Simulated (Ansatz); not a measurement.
**BAs under changes of volume**

One of the cells (13.626 Å³/atom); the others are scaled copies at fixed shape and fractional positions:

```
As B
1.0
     0.00000    2.38850    2.38850
     2.38850    0.00000    2.38850
     2.38850    2.38850    0.00000
As B
1 1
Direct
  0.75000 0.75000 0.75000
  0.00000 0.00000 0.00000
```

```yaml
Program: Ansatz 0.2.0
Functional: LDA
Potentials_or_basis: Ansatz PAW
Cutoff: "420 eV (not typed: the program's choice for these potentials)"
k_mesh: 10 × 10 × 10
Occupations: fermi-dirac, width 0.05 eV
Spin: no spin polarisation
```

```csv
volume (Å³/atom),energy over the lowest point (meV/atom),pressure (GPa),gap on the mesh (eV)
12.809,6.62,5.3,1.07
13.081,0.55,1.9,1.09
13.354,0.00,-1.2,1.11
13.626,?,?,?
13.899,13.19,-6.4,1.15
14.171,26.03,-8.6,1.16
14.444,42.48,-10.7,1.18
```

Question: What does the run at 13.626 Å³/atom give?

Answer: Energy over the lowest point 4.36 meV/atom; pressure -3.9 GPa; gap on the mesh 1.13 eV.

Worked out: A Birch-Murnaghan fit of order 3 (a polynomial in V^(-2/3)) to the other rows has its minimum at 13.25 Å³/atom with B0 = V·E''(V) = 147 GPa and B' = 4.2. It gives 4.36 meV/atom at 13.626 Å³/atom, against the run's 4.36, and -dE/dV = -3.9 GPa, against -3.9. A straight line through the other rows of the gap, of slope 0.91 eV per unit of ln V, gives 1.13 eV, against the run's 1.13.

Energies are extrapolated to zero smearing.

Caveats: the PAW data sets come from PBE, with cores solved anew for the run's functional, which leaves a small shift of forces and pressure.

A mesh can miss the band edges. Spin-orbit coupling on As is left out.
